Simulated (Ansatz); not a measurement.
# Cu: how the energy converges with the cutoff

Cu, P-1, a = 2.449 Å, b = 2.457 Å, c = 2.476 Å, α, β, γ = 107.7°, 108.1°, 112.5°. Ansatz: PBEsol, PAW, cutoff varied, Γ-centred 14×14×14 mesh on 1 atom, Gaussian smearing 0.10 eV; no spin polarisation. Single points at one geometry with displaced atoms, the cutoff alone changed; ΔE is the energy at zero smearing over the run at 600 eV. The runs up to 350 eV lie under the cutoff recommended for these PAW datasets.

```
cutoff (eV)  ΔE (meV/atom)
        200       15487.67
        250        2526.30
        300         298.34
        350          17.85
        420              ?
```

Assume ΔE falls exponentially with the cutoff, fit y = ln ΔE against x, the cutoff in eV, to the other rows, and predict the missing value.

y = 9.648, 7.835, 5.698, 2.882. Means x = 275.0, y = 6.5158; Σ(Δx)² = 12500, ΣΔxΔy = -560.9; the slope is their ratio. y = 18.86 − 0.04487 x, a factor of ten per 51 eV. At 420 eV this gives ΔE = 1.01 meV/atom. The run gave 2.98, a ratio of 0.34. Between neighbouring rows the decay runs from a factor of ten per 41 eV to one per 90 eV, so one exponential is only a rough guide. The fast fall gives way to a slow tail, so a fit to low cutoffs promises convergence too early.

This bcc form isn't the element's structure at ambient conditions.

Cost: 6 runs of about 2.9 core-minutes in all, on Intel Xeon Processor @ 2.50GHz (Skylake/Cascade Lake) (shared hosts).